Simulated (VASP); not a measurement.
Crystal: RbBr.

```
Rb Br
1.0
     0.00000    3.42700    3.42700
     3.42700    0.00000    3.42700
     3.42700    3.42700    0.00000
Rb Br
1 1
Cartesian
  0.0000 0.0000 0.0000
  3.4270 3.4270 3.4270
```

Program: VASP 6.6.1. Alike in all runs: cell as given; cutoff (eV) 520. Hardware: 1 thread of Intel(R) Xeon(R) 6975P-C (Granite Rapids), on a shared host.

Problem. Order these runs on this cell by their wall time, lowest first.
A. task band structure; level PBEsol; potentials or basis VASP PAW PBE potentials, release 64 (Rb_sv, Br); spin off; k mesh 7 × 7 × 7; smearing fermi-dirac 0.05 eV
B. task band structure; level LDA; potentials or basis VASP PAW LDA potentials, release 64 (Rb_sv, Br); spin SOC, no magnetisation; k mesh 5 × 5 × 5; smearing fermi-dirac 0.05 eV
C. task single point; level PBE; potentials or basis VASP PAW PBE potentials, release 64 (Rb_sv, Br); spin off; k mesh 7 × 7 × 7; smearing gaussian 0.025 eV
D. task band structure; level SCAN0; potentials or basis VASP PAW PBE potentials, release 64 (Rb_sv, Br); spin off; k mesh 4 × 4 × 4; smearing fermi-dirac 0.05 eV; grid for exact exchange (PRECFOCK) Normal; exchange at q = 0 default

Solution. C (7.9 s), A (65 s), B (320 s), D (3000 s).

Caveats: an unscreened hybrid on a path of extra k points without a Coulomb cutoff has errors near the mesh points, so the bands along the path aren't reliable (some runs).
